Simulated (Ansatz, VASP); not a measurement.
**One calculation of GaSb3, two programs**

```
CELL_PARAMETERS angstrom
0.00000 3.58577 3.58577
3.58577 0.00000 3.58577
3.58577 3.58577 0.00000
ATOMIC_POSITIONS crystal
Ga 0.00000 0.00000 0.00000
Sb 0.25000 0.25000 0.25000
Sb 0.75000 0.75000 0.75000
Sb 0.50000 0.50000 0.50000
```

The cell comes from a database or a generator and needn't be the stable form of this composition.

Alike in both runs: task single point; functional PBEsol; dispersion D3(BJ); k mesh 10 × 10 × 10; occupations gaussian, width 0.1 eV; no spin polarisation.

```csv
,VASP,Ansatz
version,VASP 6.6.1,Ansatz 0.2.0
potentials or method,"VASP PAW PBE potentials, release 64 (Ga_d, Sb)","scalar-relativistic, plane waves, PAW"
plane-wave cutoff (eV),520,420
valence electrons in the cell,28,58
```

|  | VASP | Ansatz | Ansatz less VASP |
| --- | --- | --- | --- |
| gap on the k mesh at the Fermi level (eV) | none | none | - |
| pressure (GPa) | 0.1 | 0.0 | -0.07 |

A gap of «none» marks a metal or a gap that the smearing closes. The two sets of potentials don't hold the same shells in valence. Ansatz warned: «pseudo_functional_mismatch».

Caveats: the PAW data sets were made with another functional, which shifts forces and pressure a little (VASP); pairwise dispersion overbinds metals, which lowers pressure and volume. Spin-orbit coupling is left out, which matters for the levels of Sb.
